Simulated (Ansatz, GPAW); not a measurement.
# hexatriene-1,6-dithiol between two Pt chains: relaxation, then transmission at several levels, part 4 of 4

Aim: the conductance of hexatriene-1,6-dithiol between two Pt chains after relaxation, and whether geometry, basis or functional moves it most.

GPAW 26.7.0 and Ansatz 0.2.0; Ansatz plane waves; relaxation of the junction with the lead ends held (the session's first sound run).

So far, transmission at the Fermi level (one spin): step 3 (plane-wave reference (PBE)) 0.0973; step 5 (single-zeta polarised basis, PBE, GPAW) 0.0895; step 6 (GPAW, sz: basis = "sz(dzp)", PBE, GPAW) 0.102; step 7 (RPBE in the dzp basis: xc = "RPBE") 0.0941; step 8 (without the relaxation: geometry = "as built", PBE, GPAW) 0.608.

### Step 10. The levels side by side

The curves are compared point by point over the common energies.

This step: comparison of transmission and cost over codes, levels and geometry (GPAW 26.7.0).

Ladder, by row:

```csv
step,code,T at the Fermi level (sum over the listed spins),conductance (G0),r.m.s. T(E) from the first,wall time (s),peak memory (GiB),threads
pw-pbe,Ansatz,0.09735,0.113,0,11732,6.438,4
dzp,GPAW,0.09333,0.1189,0.1741,632.5,2.05,1
szp,GPAW,0.08953,0.1102,0.2095,429.1,1.97,1
sz,GPAW,0.1018,0.1268,0.2591,289.1,1.9,1
dzp-RPBE,GPAW,0.09407,0.1182,0.1693,680.5,2.05,1
asbuilt,GPAW,0.6076,0.5986,0.3344,550.6,2.05,1
```

Table of transmission, zone mean, sum over the listed spins by energy, zero at the Fermi level:

```csv
energy (eV),pw-pbe,dzp,szp,sz,dzp-RPBE,asbuilt
-2.000,0.644,0.693,0.785,0.731,0.686,0.528
-1.800,0.698,0.740,0.878,0.792,0.736,0.134
-1.600,0.724,0.750,0.924,0.800,0.747,0.125
-1.450,0.968,0.924,0.997,0.904,0.929,0.754
-1.400,0.126,0.998,0.908,0.970,0.996,0.0782
-1.375,0.110,0.944,0.788,0.994,0.927,0.0311
-1.200,0.0543,0.0440,0.0397,0.0768,0.0473,0.111
-1.000,0.924,0.455,0.423,0.155,0.494,0.170
-0.975,0.997,0.643,0.658,0.234,0.683,0.240
-0.900,0.950,0.985,0.989,0.568,0.994,0.478
-0.875,0.938,0.994,0.934,0.706,0.984,0.567
-0.800,0.897,0.899,0.758,0.978,0.880,0.919
-0.775,0.878,0.882,0.729,0.996,0.866,0.985
-0.600,0.715,0.640,0.515,0.665,0.638,0.568
-0.400,0.262,0.248,0.211,0.234,0.241,0.743
-0.250,0.822,0.660,0.750,0.665,0.712,0.0311
-0.200,0.754,0.879,0.868,0.865,0.876,0.0516
0.000,0.0973,0.0933,0.0895,0.102,0.0941,0.608
0.200,0.0496,0.0433,0.112,0.475,0.0463,0.191
0.375,0.829,0.893,0.0256,0.00696,0.789,0.0368
0.400,0.698,0.261,0.0142,0.00445,0.225,0.0305
0.600,0.00391,0.00237,6.2e-4,2.4e-4,0.00231,0.00705
0.800,1.1e-4,1.1e-4,9.4e-5,7.0e-5,1.0e-4,1.4e-4
1.000,7.4e-5,5.3e-5,5.6e-5,4.2e-5,5.3e-5,7.9e-5
1.200,3.7e-5,2.8e-5,3.2e-5,2.4e-5,2.8e-5,4.4e-5
1.400,2.3e-5,1.7e-5,2.0e-5,1.5e-5,1.8e-5,2.9e-5
1.600,1.6e-5,1.3e-5,1.4e-5,1.0e-5,1.3e-5,2.7e-5
1.800,1.3e-5,1.0e-5,1.2e-5,8.1e-6,1.0e-5,3.8e-5
2.000,1.2e-5,9.4e-6,1.0e-5,6.8e-6,9.2e-6,6.8e-5
```

### Step 11. A varied run

One more run, with changed settings.

This step: GPAW LCAO, PAW setups; Landauer transmission from Green's functions with principal layers (ASE), zero bias (GPAW 26.7.0).

run.py

```python
import json
import numpy as np
from ase import Atoms
from ase.transport.calculators import TransportCalculator
from gpaw import GPAW, FermiDirac
from gpaw.lcao.tools import get_lcao_hamiltonian
from scipy.linalg import eigh

# The junction with lead layers at both ends, along the third cell vector
device = Atoms(
    ['Pt', 'Pt', 'Pt', 'Pt', 'Pt', 'Pt', 'Pt', 'Pt', 'S', 'C', 'H', 'H', 'C', 'C', 'H', 'H', 'C', 'C', 'H', 'H', 'C', 'S', 'Pt', 'Pt', 'Pt', 'Pt', 'Pt', 'Pt', 'Pt', 'Pt'],
    positions=[
        [6.08030, 4.50000, 1.20000],
        [6.08030, 4.50000, 3.60000],
        [6.08030, 4.50000, 6.00000],
        [6.08030, 4.50000, 8.40000],
        [6.08030, 4.50000, 10.80000],
        [6.08030, 4.50000, 13.20000],
        [4.66715, 4.59028, 15.10802],
        [5.20756, 4.53872, 17.47305],
        [3.81945, 4.56728, 19.12898],
        [4.26004, 4.55098, 20.76076],
        [6.41387, 4.51730, 20.89545],
        [3.35039, 4.56333, 21.37474],
        [5.47676, 4.52795, 21.45852],
        [5.50743, 4.52035, 22.85455],
        [7.63320, 4.49129, 23.12180],
        [4.54521, 4.53058, 23.37725],
        [6.67101, 4.50154, 23.64459],
        [6.70162, 4.49580, 25.04061],
        [8.82830, 4.46680, 25.12555],
        [5.76446, 4.50571, 25.60361],
        [7.91813, 4.47756, 25.73881],
        [8.35691, 4.46726, 27.37119],
        [6.96540, 4.48486, 29.02458],
        [7.49942, 4.46568, 31.39100],
        [6.08030, 4.50000, 33.29597],
        [6.08030, 4.50000, 35.69597],
        [6.08030, 4.50000, 38.09597],
        [6.08030, 4.50000, 40.49597],
        [6.08030, 4.50000, 42.89597],
        [6.08030, 4.50000, 45.29597]],
    cell=[[12.16059, 0.0, 0.0], [0.0, 9.0, 0.0], [0.0, 0.0, 46.49597]],
    pbc=True)

# One principal layer of the lead: the first 5 atoms of the device
lead = Atoms(
    ['Pt', 'Pt', 'Pt', 'Pt', 'Pt'],
    positions=[
        [6.08030, 4.50000, 1.20000],
        [6.08030, 4.50000, 3.60000],
        [6.08030, 4.50000, 6.00000],
        [6.08030, 4.50000, 8.40000],
        [6.08030, 4.50000, 10.80000]],
    cell=[[12.16059, 0.0, 0.0], [0.0, 9.0, 0.0], [0.0, 0.0, 12.0]],
    pbc=True)

settings = dict(mode='lcao', basis='dzp', xc='PBE', h=0.2,
                occupations=FermiDirac(2.0), maxiter=60,
                mixer=dict(beta=0.1, nmaxold=8, weight=100.0),
                convergence=dict(density=0.0001))
energies = np.arange(-2, 2 + 1e-9, 0.025)
eta = 0.0001
n1, n2 = 1, 1
# k and -k transmit alike, so half of the mesh across the current serves
mesh = [(i, j) for i in range(n1) for j in range(n2) if (i, j) <= (-i % n1, -j % n2)]
weights = np.array([1 if (i, j) == (-i % n1, -j % n2) else 2 for i, j in mesh]) / (n1 * n2)

# [... helper functions left out ...]
fermi_lead = ground_state(lead, (1, 1, 10), 'lead.txt')
fermi_device = ground_state(device, (1, 1, 2), 'device.txt')
# [... loop over the mesh left out, but for ...]
        # Shift the lead onto the potential of the device's first layer
        shift = ((H[:, 0, 0] - H0[:, 0, 0]) / S0[0, 0]).real.mean()
# [...]
kT = 8.617333e-5 * 300
bias = [0.1, 0.2, 0.5, 1.0, 1.5, 2.0]
# [... integrals and printing left out ...]
```

The run is started by

```console
$ OMP_NUM_THREADS=1 OPENBLAS_NUM_THREADS=1 python run.py
```

Output:

```text
basis functions: device 566, principal layer 135
Fermi level: lead -4.5301 eV, device -3.8730 eV; lead shifted by -0.1006 eV
largest coupling past the next layer 8.43e-06 eV, largest misfit of the first layer 0.235 eV
  E-E_F (eV)   T (one spin)  channels
    -2.000    5.0586e-01    4.0000
    -1.975    2.8932e-01    4.0000
    -1.950    1.6915e-01    4.0000
    -1.925    1.0396e-01    4.0000
    -1.900    6.7013e-02    4.0000
    -1.875    4.4929e-02    4.0000
    -1.850    3.1072e-02    4.0000
    -1.825    2.2021e-02    4.0000
    -1.800    1.5915e-02    4.0000
    -1.775    1.1691e-02    4.0000
    -1.750    8.7106e-03    4.0000
    -1.725    6.5755e-03    4.0000
    -1.700    5.0278e-03    4.0000
    -1.675    3.8959e-03    4.0000
    -1.650    3.0639e-03    4.0000
    -1.625    2.4544e-03    3.0000
[...]
1.825    6.6525e-05    1.0000
     1.850    6.9135e-05    1.0000
     1.875    7.2342e-05    1.0000
     1.900    7.6184e-05    1.0000
     1.925    8.0720e-05    1.0000
     1.950    8.6037e-05    1.0000
     1.975    9.2251e-05    1.0000
     2.000    9.9520e-05    1.0000
conductance at 300 K: 1.038e-05 G0 a cell; thermopower 8.272 uV/K
current from the zero-bias T(E) at 0.1 V: 8.0533e-05 uA
current from the zero-bias T(E) at 0.2 V: 0.00016171 uA
current from the zero-bias T(E) at 0.5 V: 0.0004158 uA
current from the zero-bias T(E) at 1.0 V: 0.00092064 uA
current from the zero-bias T(E) at 1.5 V: 0.0016249 uA
current from the zero-bias T(E) at 2.0 V: 0.0026666 uA
```

Elapsed: 8.5 min, on 1 thread of Arm Neoverse N1, shared host; peak memory 2 GiB.

The run finished. A setting was moved off its sound value on purpose, so it serves as a test and not as the result.

The fault put into the input: a smearing of electronvolts (width = 2.0).

The two runs compared:

```csv
quantity,this run,sound run,difference
conductance (G₀),1.038e-5,0.11888,-0.119
thermopower (μV/K),8.2721,96.173,-87.9
largest coupling past the next principal layer (eV),8.427e-6,8.089e-6,3.4e-7
largest misfit of the first principal layer (eV),0.23540,0.11205,0.123
shift that aligns the lead (eV),-0.10058,-0.0041388,-0.0964
transmission at the Fermi level (one spin),1.034e-5,0.093327,-0.0933
```

The two runs differ clearly in the conductance: 1.0e-5 G₀ against 0.119 G₀.

### Step 12. Summary of results

```yaml
conductance: 0.119 G₀
transmission_at_the_fermi_level_mean_of_the_spins: 0.0933
thermopower: 96.2 μV/K
```

**Reading.** In the dzp basis the junction conducts 0.119 G₀ at 300 K, with T = 0.0933 a spin at the Fermi level; the sz basis reaches that conductance within 10 %. Relaxation moved atoms by up to 1.5 Å and took the conductance from 0.599 to 0.119 G₀, as a ratio a larger change than the step from dzp to the minimal basis. The conductance differs from T at the Fermi level because it averages T(E) over the thermal window, about 0.09 eV wide, in which T changes. Plane waves (PBE) give T = 0.0973 there. At the Fermi level one eigenchannel carries the current (0.093). The positive thermopower says that the thermally weighted transmission is larger below the Fermi level, as for hole-like transport. Measured against the first run (pw-pbe), the nearest curve is that of dzp-RPBE (r.m.s. 0.17) and the farthest that of asbuilt (0.33). Over the compared runs wall time goes from 289 s (sz) to 11732 s (pw-pbe), on a shared host; the plane-wave run used 4 threads and the orbital runs 1. Moves of this size go well beyond a change of bond lengths: the free chain atoms or the scatterer took up a new arrangement, and the name in the title describes the start. The leads kept an estimated spacing and the cell its length, so the junction may be under some tension or compression. The run had no spin polarisation, so a magnetic state, which chains and small molecules with open shells often have, wasn't tested. Spin-orbit coupling is left out, which matters for the heavy atoms here. Semilocal functionals put molecular levels too near the Fermi level, so such conductances usually come out too high, and chain electrodes have a sharper density of states than real ones. Energies count from the junction cell's Fermi level; in the run with T = 0.0933 there, the aligned lead's own level lies at -0.0041 eV, where T interpolates to 0.0981; the finite cell leaves the answer open by at least that much. An evenly spaced straight chain is an idealisation: free chains tend to dimerise, zigzag or, where a band edge lies near the Fermi level, turn magnetic. The currents use the zero-bias T(E) throughout, which holds only while the bias is small against the distance to the nearest feature.

[Logs are printed without paths, hosts, clocks, repeated set-up lines and the standing remarks that a program may print on its own settings, such as how far it seeks lower states.]

[Hosts, paths, dates, database ids (printed as entryN), source tags and the programs' standing remarks are cut or masked in the printed files.]
